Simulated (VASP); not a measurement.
A run of VASP 6.6.1 is set up as follows.

Contents of INCAR:

```
SYSTEM = TiSi2
PREC = Accurate
ENCUT = 600
EDIFF = 1E-6
ISMEAR = -1
SIGMA = 0.05
LREAL = .FALSE.
LASPH = .TRUE.
NELM = 100
ALGO = Normal
ISIF = 3
LWAVE = .FALSE.
LCHARG = .FALSE.
GGA = CA
IBRION = 2
NSW = 60
EDIFFG = -0.02
PSTRESS = 300
```

The input KPOINTS:

```
regular mesh
0
G
  5 5 5
  0 0 0
```

Contents of POSCAR:

```
TiSi2
1.0
    0.0000000000      4.1175163063      4.2628978354
    2.3895119538      0.0000000000      4.2628978354
    2.3895119538      4.1175163063      0.0000000000
Ti Si
2 4
Direct
    0.7500000000      0.7500000000      0.7500000000
    0.5000000000      0.5000000000      0.5000000000
    0.4125656100      0.0874343900      0.4125656100
    0.0874343900      0.4125656100      0.0874343900
    0.1625656100      0.8374343900      0.1625656100
    0.8374343900      0.1625656100      0.8374343900
```

Potentials or basis: VASP PAW LDA potentials, release 64 (Ti_sv, Si).

Command:

```console
$ cat potpaw_LDA.64/Ti_sv/POTCAR potpaw_LDA.64/Si/POTCAR > POTCAR
$ mpirun -np 1 vasp_std > vasp.out
```

Problem. What does it give for the relaxed volume?

Solution. 11.72 Å³/atom.

Problem. What does it give for the space group after relaxing (to 0.05 Å)?

Solution. Fddd (No. 70).

Stress tensor (GPa, compression positive):
```
30.21  0.00  0.00
 0.00 29.89  0.00
 0.00  0.00 30.02
```

Caveat: the cell is relaxed towards a set pressure, so the enthalpy falls and the energy may rise; the volume moved by over 15 % at a fixed basis, so the end points are rough.
